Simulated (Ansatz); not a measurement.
Input of an Ansatz 0.2.0 run:

input.yaml

```yaml
crystal:
  lattice:
    - [0.0, 3.205, 3.205]
    - [3.205, 0.0, 3.205]
    - [3.205, 3.205, 0.0]
  atoms:
    - { symbol: Te, position: [0.75, 0.75, 0.75] }
    - { symbol: Cd, position: [0.0, 0.0, 0.0] }
hamiltonian:
  xc: pbesol
  pseudopotentials: { kind: paw }
  dispersion: d3bj
kpoints:
  mp_grid: { grid: [7, 7, 7] }
scf:
  occupations: { method: fermi_dirac, width: 0.05 }
output:
  forces: true
  stress: true
relax:
  f_tol: 0.01
  max_steps: 40
  cell: { stress_tol: 0.05 }
```

Potentials or basis: Ansatz PAW.

Launch:

```console
$ ansatz run input.yaml --threads 2 --pin off --max-ram 5632MiB --backend cpu --events-out ev --progress --plain --runs-dir out
```

(1) Predict the band gap on the k mesh.

Answers

(1) 0.76 eV.

Caveat: odd divisions of the mesh miss points on the zone boundary, where band edges often lie, so the gap on the mesh can be too wide; the plane-wave basis is chosen anew once the cell has moved, so the energies of steps on either side of that aren't comparable; spin-orbit coupling is left out, which moves the levels of the heavy elements.
